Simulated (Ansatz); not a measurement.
# NbP: further runs on the relaxed cell

The task here is to estimate one member of a computed series from the others.

Method: DFT PBE, scalar-relativistic, plane waves, PAW, in Ansatz 0.2.0.

1 further run of the same task is left out (set aside as unsound or not needed).

## Starting point

Symmetry: I4_1md, No. 109, tetragonal system. Conventional cell: a = 3.347 Å, b = 3.347 Å, c = 11.428 Å, α = 90.00°, β = 90.00°, γ = 90.00°. Nb (site symmetry 2mm) has 6 P at 2.54 to 2.55 Å as nearest neighbours. P (site symmetry 2mm) is surrounded by 6 Nb at 2.54 to 2.55 Å.

As a file:

```xyz
4
Lattice="-1.6735 1.6735 5.7140 1.6735 -1.6735 5.7140 1.6735 1.6735 -5.7140" Properties=species:S:1:pos:R:3 pbc="T T T"
Nb    0.0000    0.0000    8.5714
Nb    1.6735    0.0000    5.7144
P     0.0000    0.0000    3.8009
P     1.6735    0.0000    0.9439
```

It goes back to an entry of the Materials Project.

It is the result of an earlier relaxation at this level (volume 16.00 Å³/atom; gap on the mesh: none (metal)).

The first run:

input.yaml reads:

```yaml
crystal:
  lattice:
    - [-1.6735234221, 1.6735234221, 5.7139822352]
    - [1.6735234221, -1.6735234221, 5.7139822352]
    - [1.6735234221, 1.6735234221, -5.7139822352]
  atoms:
    - { symbol: Nb, position: [0.7500346828, 0.7500346828, 0.0] }
    - { symbol: Nb, position: [0.5000346828, 1.0000346828, 0.5] }
    - { symbol: P, position: [0.3325938922, 0.3325938922, 0.0] }
    - { symbol: P, position: [0.0825938922, 0.5825938922, 0.5] }
basis:
  ecutwfc: 420
kpoints:
  mp_grid: { grid: [18, 18, 18] }
  band_path:
    path:
      - [[0.0, 0.0, 0.0], [0.0, 0.0, 0.5], [0.25, 0.25, 0.25], [0.0, 0.5, 0.0], [0.0, 0.0, 0.0], [0.5, 0.5, -0.5], [0.27144499, 0.72855501, -0.27144499]]
      - [[-0.27144499, 0.27144499, 0.27144499], [0.0, 0.0, 0.0]]
      - [[0.0, 0.0, 0.5], [-0.04288998, 0.04288998, 0.5]]
      - [[0.5, 0.5, -0.04288998], [0.5, 0.5, -0.5]]
    npoints: 14
hamiltonian:
  xc: pbe
scf:
  occupations: { method: gaussian, width: 0.1 }
  n_extra_bands: 10
output:
  forces: true
  stress: true
  eigenvalues: true
  populations: true
  dos: { projected: true, de: 0.02, nscf_kmesh: { grid: [27, 27, 27] } }
  bader: true
  write_density: true
  write_potential: true
  elf: true
  volumetric_format: npy
```

The run is started by

```console
$ ansatz run input.yaml --threads 1 --pin off --max-ram 2560MiB --backend cpu --events-out ev --progress --plain --runs-dir out
```

Steps of the session up to this table: Bands, states and charges; Volume × 0.97; Volume × 1.03; Volume × 0.94; Point at V/V0 = 1.06.

One table of the session follows, with a row left open; its other results are not shown here.

It belongs to the step «Fit of the equation of state». 

| volume (Å³/atom) | energy above the lowest point (meV/atom) | pressure (GPa) |
| --- | --- | --- |
| 15.043 | 37.2 | 13.10 |
| 15.523 | ? | ? |
| 16.003 | 0.0 | -0.01 |
| 16.483 | 8.0 | -5.18 |
| 16.963 | 30.3 | -9.60 |

Q: Estimate the row for volume (Å³/atom) = 15.523 from the others.

Worked estimate for «energy above the lowest point (meV/atom)». A straight line through the neighbours (15.043, 37.2) and (16.003, 0.0) gives 37.2 + (0.0 − 37.2) × (15.523 − 15.043) / (16.003 − 15.043) = 18.6; a parabola fitted to 3 rows on both sides gives 9.7.

The run gave: energy above the lowest point (meV/atom): 8.8; pressure (GPa): 6.04. In «energy above the lowest point (meV/atom)» the line misses by +9.8 and the parabola by +0.9.
